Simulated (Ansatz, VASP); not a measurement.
Two plane-wave programs on Al

File INCAR:

```
  ALGO = Fast
  EDIFF = 1E-6
  ENCUT = 520
  GGA = PE
  ISIF = 2
  ISMEAR = 0
  IVDW = 12
  LASPH = T
  LCHARG = T
  LELF = T
  LREAL = F
  LVHAR = T
  LWAVE = F
  NBANDS = 8
  NELM = 100
  PREC = Accurate
  SIGMA = 0.15
```

Contents of KPOINTS:

```
k-points
0
Gamma
  26 26 26
```

The input POSCAR:

```
Al
1.0
    0.0000000000      1.9913628292      1.9415787585
    1.9913628292      0.0000000000      1.9415787585
    1.9913628292      1.9913628292      0.0000000000
Al
1
Direct
    0.0000000000      0.0000000000      0.0000000000
```

Input for Ansatz:

```yaml
crystal:
  lattice:
    - [0.0, 1.9913628292, 1.9415787585]
    - [1.9913628292, 0.0, 1.9415787585]
    - [1.9913628292, 1.9913628292, 0.0]
  atoms:
    - { symbol: Al, position: [0.0, 0.0, 0.0] }
basis:
  ecutwfc: 420
kpoints:
  mp_grid: { grid: [26, 26, 26] }
hamiltonian:
  xc: pbe
  dispersion: d3bj
scf:
  occupations: { method: gaussian, width: 0.15 }
output:
  forces: true
  stress: true
  eigenvalues: true
```

Change from the starting cell: strain -0.0250 x Voigt [0, 0, 1, 0, 0, 0], atoms carried along.

Alike in both runs: task single point; functional PBE; dispersion D3(BJ); k mesh 26 × 26 × 26; occupations gaussian, width 0.15 eV; no spin polarisation.

```csv
,VASP,Ansatz
version,VASP 6.6.1,Ansatz 0.2.0
potentials or method,"VASP PAW PBE potentials, release 64 (Al)","scalar-relativistic, plane waves, PAW"
plane-wave cutoff (eV),520,420
valence electrons in the cell,3,3
```

```tsv
	VASP	Ansatz	Ansatz less VASP
gap on the k mesh at the Fermi level (eV)	none	none	-
pressure (GPa)	2.4	2.4	+0.04
largest component of the traceless stress (GPa)	1.39	1.39	-0.002
```

A gap of «none» marks a metal or a gap that the smearing closes.

Caveats: pairwise dispersion overbinds metals, which lowers pressure and volume.
